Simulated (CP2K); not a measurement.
## FeO (Wuestite) under changes of volume

One of the cells (10.013 Å³/atom); the others are scaled copies at fixed shape and fractional positions:

```
Fe O
1.0
     3.04820    0.00000    0.00000
     1.52410    2.63982    0.00000
     1.52410    0.87994    2.48884
Fe O
1 1
Direct
  0.00000 0.00000 0.00000
  0.50000 0.50000 0.50000
```

* Program: CP2K 2026.2
* Functional: PBEsol
* Potentials or basis: POTENTIAL_UZH Fe GTH-PBE-q16, O GTH-PBE-q6; TZVP-MOLOPT-PBE-GTH basis
* Density cutoff: 8163 eV
* k mesh: 11 × 11 × 11
* Occupations: fermi-dirac, width 0.05 eV
* Spin: collinear spin, ferromagnetic start
* Starting moments: [3.0, 0.0] μB

```csv
volume (Å³/atom),energy over the lowest point (meV/atom),pressure (GPa)
9.413,?,?
9.613,0.00,0.2
9.813,2.44,-3.9
10.013,9.76,-7.6
10.214,21.45,-10.9
10.414,37.02,-13.8
10.614,55.98,-16.3
```

**Question.** What does the run at 9.413 Å³/atom give?

**Answer.** Energy over the lowest point 3.01 meV/atom; pressure 4.8 GPa.

Worked out: A Birch-Murnaghan fit of order 3 (a polynomial in V^(-2/3)) to the other rows has its minimum at 9.62 Å³/atom with B0 = V·E''(V) = 210 GPa and B' = 4.6. It gives 3.03 meV/atom at 9.413 Å³/atom, against the run's 3.01, and -dE/dV = 4.8 GPa, against 4.8.

Energies are extrapolated to zero smearing.

Caveats: the potentials were made for another functional, which shifts forces and pressure; the basis of atomic orbitals isn't converged, which shifts pressures, moduli and gaps; the total moment is fixed, so each spin has its own Fermi level; a cell with one magnetic atom can't hold antiferromagnetic order, which such compounds often take.
